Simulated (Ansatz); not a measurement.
# Si2Ni: phonons and Grüneisen parameters, part 2 of 2

How does the lattice vibrate, and how do the modes shift with volume? Displacements sample a 2×2×2 mesh. Runs: reference run (LAPW); volume scaled by 0.985 (LAPW); volume scaled by 1.015 (LAPW); mode Grüneisen parameters (LAPW). Companion runs by PAW are cited.

Ansatz 0.2.0; DFT PBEsol.

### 3 Volume scaled by 0.985, LAPW

The input, input.yaml:

```yaml
crystal:
  lattice:
    - [0.0, 2.68182886896, 2.68182886896]
    - [2.68182886896, 0.0, 2.68182886896]
    - [2.68182886896, 2.68182886896, 0.0]
  atoms:
    - { symbol: Si, position: [0.25, 0.25, 0.25] }
    - { symbol: Si, position: [0.75, 0.75, 0.75] }
    - { symbol: Ni, position: [0.0, 0.0, 0.0] }
kpoints:
  mp_grid: { grid: [10, 10, 10] }
scf:
  occupations: { method: fermi_dirac, width: 0.1 }
hamiltonian:
  xc: pbesol
  pseudopotentials: { kind: all_electron, lapw: { basis_error: 0.0005 } }
phonons:
  qmesh: [2, 2, 2]
  qpath:
    path:
      - [0.0, 0.0, 0.0]
      - [0.5, 0.0, 0.5]
      - [0.625, 0.25, 0.625]
      - [0.375, 0.375, 0.75]
      - [0.0, 0.0, 0.0]
      - [0.5, 0.5, 0.5]
      - [0.5, 0.25, 0.75]
      - [0.5, 0.0, 0.5]
    npoints: 6
  temperatures: { t_min: 0, t_max: 1000, t_step: 100 }
```

Started as:

```bash
$ ansatz run input.yaml --threads 2 --pin off --max-ram 6144MiB --backend cpu --events-out ev --progress --plain --runs-dir out
```

The log of the run (excerpt; [...] marks lines left out):

```text
LAPW: plane waves up to 9.593 Å⁻¹, error target 5.0e-4 eV per atom; small_component_spin mean_spin; Si in spheres of 1.034 Å, 12 of its electrons in bands, Dirac shells []; Ni in spheres of 1.219 Å, 18 of its electrons in bands, Dirac shells [] (how accurate: [...]
Pseudopotentials: kind: all_electron
Pseudopotential: Si, LAPW, valence charge 12, lapw/all_electron/scalar/gaussian/Si, Koelling and Harmon's equation, gaussian nucleus
Pseudopotential: Ni, LAPW, valence charge 18, lapw/all_electron/scalar/gaussian/Ni, Koelling and Harmon's equation, gaussian nucleus
Functional definition: PBEsol
[...]
Crystal: 6 atoms, lattice volume = 77.153 Å³
Basis set: ecut = 350.6059433428159 eV, 1149 PW (Γ), FFT grids on a1, a2, −a1+a2+a3, exchange–correlation at level 2
Bands: 52, of which v1, the nominal top of the filled ones, is band 42 counted from 1 (41 counted from 0)
[...]
  symmetry images taken by strict's conditions (phonons.symmetry_images: auto; settled by no image being taken that strict refuses)
  q = [0.0000, 0.0000, 0.0000] (star 1, supercell 1; hermiticity 3.75e-67, symmetrization 2.45e-4): -0.00 0.00 0.00 319.73 319.73 319.73 344.86 344.86 344.86
  q = [0.0000, 0.0000, -0.5000] (star 4, supercell 2; hermiticity 9.47e-17, symmetrization 6.12e-16): 106.21 106.21 270.60 307.76 307.76 356.80 357.46 357.46 398.01
  q = [0.0000, -0.5000, -0.5000] (star 3, supercell 1; hermiticity 6.29e-17, symmetrization 2.81e-16): 145.55 145.55 256.93 256.93 259.46 263.41 392.21 392.21 424.04
  joined force constants: q→R imaginary residual 3.02e-17
  density of states and harmonic sums: on the 20×20×20 q-mesh, interpolated from the force constants of a 2×2×2 supercell (no non-analytic term)
  largest difference from the sums on the solved wave vectors: F 5.48e-2 eV, S 8.71e-5 and C_V 3.23e-5 eV/K
[...]
```

Run time: 12 min. Hardware: 2 threads of Intel Xeon Platinum 8488C (Sapphire Rapids), shared host; peak memory 1.7 GiB.

Wavenumbers in cm⁻¹ (negative: unstable):

```tsv
q	modes
Γ	0.0 0.0 0.0 319.7 319.7 319.7 344.9 344.9 344.9
L	106.2 106.2 270.6 307.8 307.8 356.8 357.5 357.5 398.0
X	145.6 145.6 256.9 256.9 259.5 263.4 392.2 392.2 424.0
```

### 4 Volume scaled by 1.015, LAPW

Edit input.yaml of step 3 so:

```diff
@@ -2,5 +2,5 @@
   lattice:
-    - [0.0, 2.68182886896, 2.68182886896]
-    - [2.68182886896, 0.0, 2.68182886896]
-    - [2.68182886896, 2.68182886896, 0.0]
+    - [0.0, 2.70878372904, 2.70878372904]
+    - [2.70878372904, 0.0, 2.70878372904]
+    - [2.70878372904, 2.70878372904, 0.0]
   atoms:
```

Started as:

```bash
$ ansatz run input.yaml --threads 2 --pin off --max-ram 6144MiB --backend cpu --events-out ev --progress --plain --runs-dir out
```

The log of the run (excerpt; [...] marks lines left out):

```text
LAPW: plane waves up to 9.474 Å⁻¹, error target 5.0e-4 eV per atom; small_component_spin mean_spin; Si in spheres of 1.043 Å, 12 of its electrons in bands, Dirac shells []; Ni in spheres of 1.232 Å, 18 of its electrons in bands, Dirac shells [] (how accurate: [...]
[... 4 set-up lines as earlier in the session ...]
[...]
Crystal: 6 atoms, lattice volume = 79.503 Å³
Basis set: ecut = 342.00428676338447 eV, 1125 PW (Γ), FFT grids on a1, a2, −a1+a2+a3, exchange–correlation at level 2
Bands: 52, of which v1, the nominal top of the filled ones, is band 42 counted from 1 (41 counted from 0)
[...]
  symmetry images taken by strict's conditions (phonons.symmetry_images: auto; settled by no image being taken that strict refuses)
  q = [0.0000, 0.0000, 0.0000] (star 1, supercell 1; hermiticity 7.84e-17, symmetrization 2.59e-4): -0.00 -0.00 0.00 301.19 301.19 301.19 326.61 326.61 326.61
  q = [0.0000, 0.0000, -0.5000] (star 4, supercell 2; hermiticity 9.52e-17, symmetrization 5.15e-16): 102.94 102.94 257.70 290.86 290.86 337.27 337.27 338.99 380.41
  q = [0.0000, -0.5000, -0.5000] (star 3, supercell 1; hermiticity 7.84e-17, symmetrization 3.14e-16): 140.98 140.98 244.35 244.35 246.28 251.29 369.20 369.20 403.76
  joined force constants: q→R imaginary residual 2.92e-17
  density of states and harmonic sums: on the 20×20×20 q-mesh, interpolated from the force constants of a 2×2×2 supercell (no non-analytic term)
  largest difference from the sums on the solved wave vectors: F 5.65e-2 eV, S 8.88e-5 and C_V 3.23e-5 eV/K
[...]
```

Wall time 12 min (2 threads of Intel Xeon Platinum 8488C (Sapphire Rapids), shared host); peak memory 1.6 GiB.

Wavenumbers in cm⁻¹ (negative: unstable):

```tsv
q	modes
Γ	0.0 0.0 0.0 301.2 301.2 301.2 326.6 326.6 326.6
L	102.9 102.9 257.7 290.9 290.9 337.3 337.3 339.0 380.4
X	141.0 141.0 244.3 244.3 246.3 251.3 369.2 369.2 403.8
```

### 5 Mode Grüneisen parameters, LAPW

These follow from the three phonon runs above, mode by mode: γ = −d ln ω / d ln V.

```tsv
q	wavenumber (cm⁻¹)	γ
Γ	310.4 ×3	1.99
Γ	335.8 ×3	1.81
L	104.6 ×2	1.04
L	264.2	1.63
L	299.2 ×2	1.88
L	347.2 ×2	1.94
L	347.8	1.71
L	389.1	1.51
X	143.3 ×2	1.06
X	250.6 ×2	1.67
X	252.8	1.74
X	257.3	1.57
X	380.6 ×2	2.02
X	413.8	1.63
```

### 6 Side by side

PAW rows come from companion runs at the same settings.

| run | volume (Å³/atom) | lowest on the mesh (cm⁻¹) | highest on the mesh, without the LO shift (cm⁻¹) | zero-point energy (meV/atom) |
| --- | --- | --- | --- | --- |
| reference run, LAPW | 13.055 | 0.0 | 413.8 | 50.9 |
| volume scaled by 0.985, LAPW | 12.859 | 0.0 | 424.0 | 52.2 |
| volume scaled by 1.015, LAPW | 13.250 | 0.0 | 403.8 | 49.6 |
| reference run, PAW | 13.055 | 0.0 | 413.9 | 50.9 |
| volume scaled by 0.985, PAW | 12.859 | 0.0 | 424.1 | 52.3 |
| volume scaled by 1.015, PAW | 13.250 | 0.0 | 403.9 | 49.6 |

Optical modes at Γ (point group m-3m), without the LO shift:

```tsv
cm⁻¹	modes	symmetry	active in	moves most
310.4	3	T1u	infrared	Si
335.8	3	T2g	Raman	Si
```

### 7 Summary of results

The summary covers parts 1 to 2.

| quantity | value |
| --- | --- |
| highest mode on the mesh, without the LO shift (LAPW) | 414 cm⁻¹ |
| optical modes at Γ | 310 (T1u), 336 (T2g) cm⁻¹ |
| mean Grüneisen parameter at 300 K (LAPW) | 1.62 |

No mode on the mesh is unstable; the highest lies at 414 cm⁻¹ by LAPW. Weighted by heat capacity at 300 K the mean Grüneisen parameter of the sampled modes is 1.62, which points to expansion on heating. PAW differs from LAPW by at most 0.4 cm⁻¹. Each set of modes is computed in the harmonic approximation. Cautions: responses of metals move with mesh and smearing.

No run allows spin polarisation, though the cell holds Ni.
